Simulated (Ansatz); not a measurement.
Input of an Ansatz 0.2.0 run:

The input input.yaml:

```yaml
crystal:
  lattice:
    - [0.0, 1.9417396906, 1.9651051623]
    - [1.4984397099, 0.0, 1.9651051623]
    - [1.4984397099, 1.9417396906, 0.0]
  atoms:
    - { symbol: Fe, position: [0.0, 0.0, 0.0], spin: 3.0 }
hamiltonian:
  xc: pbesol
  pseudopotentials: { kind: paw }
magnetization:
  spin_polarized: true
  initial_magnetization: 3.0
  spin_locking: { lock_magnetization: hard }
kpoints:
  mp_grid: { grid: [11, 11, 11] }
scf:
  occupations: { method: fermi_dirac, width: 0.05 }
  lower_state_search: "off"
output:
  forces: true
  stress: true
  eigenvalues: true
```

Potentials or basis: Ansatz PAW.

Command:

```console
$ ansatz run input.yaml --threads 2 --pin off --max-ram 5632MiB --backend cpu --events-out ev --progress --plain --runs-dir out
```

Q: Predict the pressure.

A: 12.7 GPa.

Stress tensor (GPa, compression positive):
```
11.52  0.00  0.00
 0.00 14.48  0.00
 0.00  0.00 12.15
```

Caveat: the total moment is fixed, so each spin has its own Fermi level; the PAW data sets come from PBE, with cores solved anew for the run's functional, which leaves a small shift of forces and pressure; the thresholds are loose for stress.
